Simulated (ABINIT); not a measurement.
# Ru (P6_3/mmc) in ABINIT: further runs, part 2 of 2

ABINIT 10.8.3 (patched build). Earlier steps stand in the parts before.

**3. Band structure, AM05**

run.abi reads:

```
# Datasets: ground state, then fixed potential
ndtset 2

# Pseudopotentials
pp_dirpath "./"
pseudos "Ru.GGA_PBE-JTH.xml"

# Structure
acell 3*1.0
rprim
     5.1132209480     0.0000000000     0.0000000000
    -2.5566104740     4.4281792362     0.0000000000
     0.0000000000     0.0000000000     8.0916182930
ntypat 1
znucl 44
natom 2
typat 1 1
xred
     0.6666666667     0.3333333333     0.7500000000
     0.3333333333     0.6666666667     0.2500000000

# Plane-wave basis
ecut 15.0
pawecutdg 30.0

# Exchange and correlation
ixc -120135

# Bands and occupations
occopt 3
tsmear 0.00183747

# SCF cycle
nstep 100

# Output
iomode 3
prtwf 0
prteig 0
prtebands 0
prtden1 1

# Dataset 1
kptopt1 1
ngkpt1 11 11 6
nshiftk1 1
shiftk1 0.0 0.0 0.0
nband1 20
tolvrs1 1.0e-9

# Dataset 2: bands along G-M-K-G-A-L-H-A
iscf2 -2
getden2 1
nband2 24
nbdbuf2 2
tolwfr2 1.0e-12
kptopt2 -7
ndivsm2 6
prteig2 1
kptbounds2
     0.0000000000     0.0000000000     0.0000000000
     0.5000000000     0.0000000000     0.0000000000
     0.3333333333     0.3333333333     0.0000000000
     0.0000000000     0.0000000000     0.0000000000
     0.0000000000     0.0000000000     0.5000000000
     0.5000000000     0.0000000000     0.5000000000
     0.3333333333     0.3333333333     0.5000000000
     0.0000000000     0.0000000000     0.5000000000
```

Potentials or basis: JTH PAW PBE v2.0.

Launch:

```console
> abinit run.abi > log 2>&1
```

run.abo:

```text
.Version 10.8.3 of ABINIT
 DATASET    1 : space group P6_3/m m c (#194); Bravais hP (primitive hexag.)
================================================================================
 Values of the parameters that define the memory need for DATASET  1.
     intxc =       0    ionmov =       0      iscf =      17    lmnmax =      18
     lnmax =       6     mgfft =      30  mpssoang =       3    mqgrid =    3001
     natom =       2  nloc_mem =       2    nspden =       1   nspinor =       1
    nsppol =       1      nsym =      24    n1xccc =       1    ntypat =       1
    occopt =       3   xclevel =       2
       mpw =         523          nfft =        9720          nkpt =          64
 PAW method is used; the additional fine FFT grid is defined by:
   mgfftf=        40    nfftf =     29160
================================================================================
================================================================================

 DATASET    2 : space group P6_3/m m c (#194); Bravais hP (primitive hexag.)
================================================================================
 Values of the parameters that define the memory need for DATASET  2.
     intxc =       0    ionmov =       0      iscf =      -2    lmnmax =      18
     lnmax =       6     mgfft =      30  mpssoang =       3    mqgrid =    3001
     natom =       2  nloc_mem =       2    nspden =       1   nspinor =       1
    nsppol =       1      nsym =      24    n1xccc =       1    ntypat =       1
    occopt =       3   xclevel =       2
       mpw =         531          nfft =        9720          nkpt =          67
 PAW method is used; the additional fine FFT grid is defined by:
   mgfftf=        40    nfftf =     29160
================================================================================
================================================================================

[... 870 lines left out ...]
 length scales=  1.000000000000  1.000000000000  1.000000000000 bohr
              =  0.529177210544  0.529177210544  0.529177210544 angstroms
 Eigenvalues (hartree) for nkpt=  67  k points:
 kpt#   1, nband= 24, wtk=  1.00000, kpt=  0.0000  0.0000  0.0000 (reduced coord)
  -2.15941   -2.15183   -1.07724   -1.04263   -1.04263   -1.03633   -1.03633   -1.03484
   0.22657    0.29381    0.42804    0.42804    0.43451    0.45337    0.45337    0.47284
   0.47284    0.56750    0.56750    0.57016    0.89847    1.07185    1.16891    1.19127
 kpt#   2, nband= 24, wtk=  1.00000, kpt=  0.0455  0.0000  0.0000 (reduced coord)
  -2.15930   -2.15178   -1.07698   -1.04319   -1.04282   -1.03691   -1.03640   -1.03496
   0.22943    0.29603    0.42118    0.43035    0.44065    0.45206    0.45549    0.47012
   0.47104    0.53479    0.56862    0.60655    0.89807    1.07674    1.17221    1.19530
 kpt#   3, nband= 24, wtk=  1.00000, kpt=  0.0909  0.0000  0.0000 (reduced coord)
  -2.15897   -2.15165   -1.07621   -1.04484   -1.04337   -1.03861   -1.03663   -1.03533
   0.23783    0.30233    0.41097    0.43720    0.44686    0.45097    0.46050    0.46179
   0.46608    0.50740    0.57164    0.64656    0.89682    1.08994    1.18134    1.20541
 kpt#   4, nband= 24, wtk=  1.00000, kpt=  0.1364  0.0000  0.0000 (reduced coord)
  -2.15844   -2.15146   -1.07495   -1.04742   -1.04422   -1.04126   -1.03700   -1.03593
   0.25108    0.31143    0.40043    0.44185    0.44243    0.44835    0.45892    0.46072
   0.47200    0.48981    0.57571    0.68810    0.89463    1.10515    1.19260    1.21114
 kpt#   5, nband= 24, wtk=  1.00000, kpt=  0.1818  0.0000  0.0000 (reduced coord)
[... 237 lines left out ...]
   0.31927    0.31927    0.38832    0.38832    0.42914    0.42914    0.43855    0.43855
   0.54180    0.54180    0.55945    0.55945    1.07988    1.07988    1.18743    1.18743
 kpt#  65, nband= 24, wtk=  1.00000, kpt=  0.0513  0.0513  0.5000 (reduced coord)
  -2.15535   -2.15535   -1.05705   -1.05705   -1.04084   -1.04084   -1.04000   -1.04000
   0.30834    0.30834    0.40033    0.40033    0.42867    0.42867    0.43217    0.43217
   0.54287    0.54287    0.55123    0.55123    1.06748    1.06748    1.18450    1.18450
 kpt#  66, nband= 24, wtk=  1.00000, kpt=  0.0256  0.0256  0.5000 (reduced coord)
  -2.15557   -2.15557   -1.05669   -1.05669   -1.03985   -1.03985   -1.03962   -1.03962
   0.30098    0.30098    0.41235    0.41235    0.42373    0.42373    0.42940    0.42940
   0.54379    0.54379    0.54594    0.54594    1.05824    1.05824    1.18149    1.18149
 kpt#  67, nband= 24, wtk=  1.00000, kpt=  0.0000  0.0000  0.5000 (reduced coord)
  -2.15565   -2.15565   -1.05659   -1.05659   -1.03950   -1.03950   -1.03950   -1.03950
   0.29841    0.29841    0.42196    0.42196    0.42196    0.42196    0.42320    0.42320
   0.54413    0.54413    0.54413    0.54413    1.05485    1.05485    1.18029    1.18029

== END DATASET(S) ==============================================================
================================================================================

 -outvars: echo values of variables after computation  --------
            acell      1.0000000000E+00  1.0000000000E+00  1.0000000000E+00 Bohr
           etotal1    -1.9131860109E+02
            fcart1     5.2660451221E-29  9.1210577063E-29 -0.0000000000E+00
                      -5.2660451221E-29 -9.1210577063E-29 -0.0000000000E+00
            rprim      5.1132209480E+00  0.0000000000E+00  0.0000000000E+00
                      -2.5566104740E+00  4.4281792362E+00  0.0000000000E+00
                       0.0000000000E+00  0.0000000000E+00  8.0916182930E+00
           strten1     2.7804069570E-04  2.7804069377E-04  2.8463252675E-04
                       0.0000000000E+00  0.0000000000E+00  0.0000000000E+00
           xangst      1.3528999991E+00  7.8109717867E-01  3.2114249978E+00
                       2.0313305201E-18  1.5621943573E+00  1.0704749993E+00
             xred      6.6666666667E-01  3.3333333333E-01  7.5000000000E-01
                       3.3333333333E-01  6.6666666667E-01  2.5000000000E-01
 Calculation completed.
```

Wall time 28 s (1 thread of Intel Xeon 6975P-C (Granite Rapids), shared host); peak memory 0.11 GiB.

What came out:

| Quantity | Value |
| --- | --- |
| Free energy | -5206.0444 eV |
| Pressure | -8.2 GPa |
| Band gap on the k mesh | none (metal or under the smearing width) |
| Valence electrons inside the program's atomic spheres | Ru 13.71 (radii [1.1697] Å) |

Levels at the corners of the path, in eV from the Fermi level:
```tsv
point	band 13	band 14	band 15	band 16	band 17	band 18	band 19	band 20
Γ	-2.36	-1.85	-1.85	-1.32	-1.32	1.26	1.26	1.33
M	-2.01	-1.75	-1.46	1.50	1.92	1.99	4.11	6.16
K	-2.78	-2.78	-1.01	1.08	1.08	1.51	7.05	7.24
Γ	-2.36	-1.85	-1.85	-1.32	-1.32	1.26	1.26	1.33
A	-2.70	-2.70	-2.67	-2.67	0.62	0.62	0.62	0.62
L	-0.99	-0.99	0.51	0.51	1.76	1.76	3.45	3.45
H	-2.66	-2.66	-1.12	-1.12	1.30	1.30	8.47	8.47
A	-2.70	-2.70	-2.67	-2.67	0.62	0.62	0.62	0.62
```

Caveat: the PAW data sets were made with another functional, which shifts forces and pressure a little.

**4. Band structure, BLYP**

Edit run.abi of step 3 so:

```diff
@@ -8,7 +8,7 @@
 # Structure
-acell 3*1.0
+acell 2.7058 2.7058 4.2819 Angstrom
 rprim
-     5.1132209480     0.0000000000     0.0000000000
-    -2.5566104740     4.4281792362     0.0000000000
-     0.0000000000     0.0000000000     8.0916182930
+     1.0000000000     0.0000000000     0.0000000000
+    -0.5000000000     0.8660254038     0.0000000000
+     0.0000000000     0.0000000000     1.0000000000
 ntypat 1
@@ -26,3 +26,3 @@
 # Exchange and correlation
-ixc -120135
+ixc -106131
 
@@ -40,2 +40,3 @@
 prtebands 0
+enunit 2
 prtden1 1
@@ -57,3 +58,3 @@
 kptopt2 -7
-ndivsm2 6
+ndivsm2 8
 prteig2 1
```

Launch:

```console
> abinit run.abi > log 2>&1
```

Run time: 26 s. Hardware: 1 thread of Intel Xeon 6975P-C (Granite Rapids), shared host; peak memory 0.11 GiB.

Results (log left out):

* Free energy: -5204.2048 eV
* Pressure: 19.2 GPa
* Band gap on the k mesh: none (metal or under the smearing width)
* Valence electrons inside the program's atomic spheres: Ru 13.79 (radii [1.1697] Å)

Stress tensor (GPa, compression positive):
```
19.08  0.00  0.00
 0.00 19.08  0.00
 0.00  0.00 19.34
```

Levels at the corners of the path, in eV from the Fermi level:
```tsv
point	band 13	band 14	band 15	band 16	band 17	band 18	band 19	band 20
Γ	-2.36	-1.86	-1.86	-1.35	-1.35	1.22	1.22	1.73
M	-1.96	-1.53	-1.44	1.45	1.87	1.94	4.22	6.28
K	-2.73	-2.73	-0.99	1.05	1.05	1.47	7.27	7.35
Γ	-2.36	-1.86	-1.86	-1.35	-1.35	1.22	1.22	1.73
A	-2.70	-2.70	-2.54	-2.54	0.58	0.58	0.58	0.58
L	-1.00	-1.00	0.62	0.62	1.71	1.71	3.65	3.65
H	-2.55	-2.55	-1.13	-1.13	1.27	1.27	8.67	8.67
A	-2.70	-2.70	-2.54	-2.54	0.58	0.58	0.58	0.58
```

Caveat: so large a pressure means that the cell lies far from this level's equilibrium, or that cutoff or potentials fall short; the potentials were made for another functional, which shifts forces and pressure.
